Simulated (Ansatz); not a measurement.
ZnS: a jump of S

Theory: Ansatz, DFT PBE, scalar-relativistic, plane waves, PAW. Run with 420 eV cutoff, 2×2×2 k-mesh, Gaussian smearing of 0.02 eV, no spin polarisation.

Host crystal, relaxed:

```
Zn S
1.0
     1.92310    1.11030    9.44929
    -1.92310    1.11030    9.44929
     0.00000   -2.22061    9.44929
Zn S
3 3
Direct
  0.99997 0.99997 0.99997
  0.22225 0.22225 0.22225
  0.44453 0.44453 0.44453
  0.08330 0.08330 0.08330
  0.52785 0.52785 0.52785
  0.30543 0.30543 0.30543
```

In a supercell of 18 host sites, interstitial S hops to an equivalent place, moving 0.67 Å between the relaxed ends. Climbing-image nudged elastic band at fixed cell with images 0 (start) to 6 (end), the path measured over all atoms, converged to 0.05 eV/Å; the order of the saddle wasn't checked, and the small cell leaves errors of about a tenth of an eV.

Supercell rows in host cell vectors: -1 -1 2; 1 -2 1; 0 0 1. S was set at (0.700, 0.700, 0.725) of the host cell.

At the relaxed start S has 1 S at 2.04 Å, 1 Zn at 2.27 Å, 1 Zn at 2.34 Å, 1 S at 3.18 Å, 1 S at 3.19 Å.

Q: What barrier does the band give, and what surrounds the atom at the top?

A: 0.01 eV at image 3, where S has 1 S at 2.04 Å, 1 Zn at 2.26 Å, 1 Zn at 2.34 Å, 1 S at 3.14 Å.

Cost: 1 run of about 3.5 core-minutes, on Oxide Virtual Turin-like Processor (Zen 5) (shared hosts).